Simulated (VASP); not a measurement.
**Rh: equation of state with PBEsol**

Crystal: Rh.

```
CELL_PARAMETERS angstrom
2.67814 0.00000 0.00000
-1.33907 2.31934 0.00000
0.00000 0.00000 4.35944
ATOMIC_POSITIONS crystal
Rh 0.33333 0.66667 0.25000
Rh 0.66667 0.33333 0.75000
```

This isn't the form of Rh at room conditions, which is fcc.

* Program: VASP 6.6.1
* Task: equation of state
* Functional: PBEsol
* Potentials or basis: VASP PAW PBE potentials, release 64 (Rh_pv)
* Cutoff: 520 eV
* k mesh: 10 × 10 × 6
* Occupations: fermi-dirac, width 0.05 eV
* Spin: no spin polarisation
* Ladder: gaps
* Further INCAR settings: ALGO = Normal; EDIFF = 1e-06

* Equilibrium volume: 13.56 Å³/atom
* Bulk modulus at fixed shape and positions: 292 GPa
* Pressure derivative of the bulk modulus: 5.2 (rough: it moves with the points fitted)

Energy against volume, from the lowest point:
```csv
volume (Å³/atom),energy (meV/atom)
12.998,22.91
13.269,5.83
13.539,0.00
13.810,4.11
14.081,17.01
```

All runs of the series together: 87 s on 1 thread of Intel(R) Xeon(R) Platinum 8488C (Sapphire Rapids) (shared host).

Caveat: the cell was scaled at fixed shape and fractional positions, which overstates the stiffness of a crystal with free parameters, most of all of layers and chains; the PAW data sets were made with another functional, which shifts forces and pressure a little.
